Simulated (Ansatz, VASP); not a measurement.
**Si2W: VASP beside Ansatz**

The input INCAR:

```
ALGO = Fast ; EDIFF = 1E-7
EDIFFG = -0.01 ; ENCUT = 600
GGA = PE ; IBRION = 2
ISIF = 3 ; ISMEAR = 0
LASPH = T ; LCHARG = F
LREAL = F ; LWAVE = F
NELM = 100 ; NSW = 100
PREC = Accurate ; SIGMA = 0.1
```

Contents of KPOINTS:

```
k-points
0
Gamma
  14 14 14
```

Contents of POSCAR:

```
Si2W
1.0
    0.0000000000      2.9470898269      2.9470898269
    2.9470898269      0.0000000000      2.9470898269
    2.9470898269      2.9470898269      0.0000000000
Si W
2 1
Direct
    0.2500000000      0.2500000000      0.2500000000
    0.7500000000      0.7500000000      0.7500000000
    0.0000000000      0.0000000000      0.0000000000
```

Input for Ansatz:

```yaml
crystal:
  lattice:
    - [0.0, 2.9470898269, 2.9470898269]
    - [2.9470898269, 0.0, 2.9470898269]
    - [2.9470898269, 2.9470898269, 0.0]
  atoms:
    - { symbol: Si, position: [0.25, 0.25, 0.25] }
    - { symbol: Si, position: [0.75, 0.75, 0.75] }
    - { symbol: W, position: [0.0, 0.0, 0.0] }
basis:
  ecutwfc: 420
kpoints:
  mp_grid: { grid: [14, 14, 14] }
hamiltonian:
  xc: pbe
scf:
  occupations: { method: gaussian, width: 0.1 }
output:
  forces: true
  stress: true
  eigenvalues: true
  write_density: true
  write_potential: true
  elf: true
  volumetric_format: npy
relax:
  adjacent_minimum: "off"
  f_tol: 0.01
  max_steps: 80
  cell: { stress_tol: 0.05 }
```

Alike in both runs: task relaxation of cell and atoms; functional PBE; k mesh 14 × 14 × 14; occupations gaussian, width 0.1 eV; no spin polarisation.

```csv
,VASP,Ansatz
version,VASP 6.6.1,Ansatz 0.2.0
potentials or method,"VASP PAW PBE potentials, release 64 (Si, W_sv)","scalar-relativistic, plane waves, PAW"
plane-wave cutoff (eV),600,420
valence electrons in the cell,22,22
```

```csv
,VASP,Ansatz,Ansatz less VASP
"gap on the k mesh at the Fermi level, each at its own relaxed structure (eV)",none,none,-
relaxed volume (Å³/atom),17.04,17.03,-0.007
relaxed cell length with the largest relative difference (Å),4.166,4.165,-0.0006
```

A gap of «none» marks a metal or a gap that the smearing closes.

The runs have no spin-orbit coupling, so splittings on W are missing.
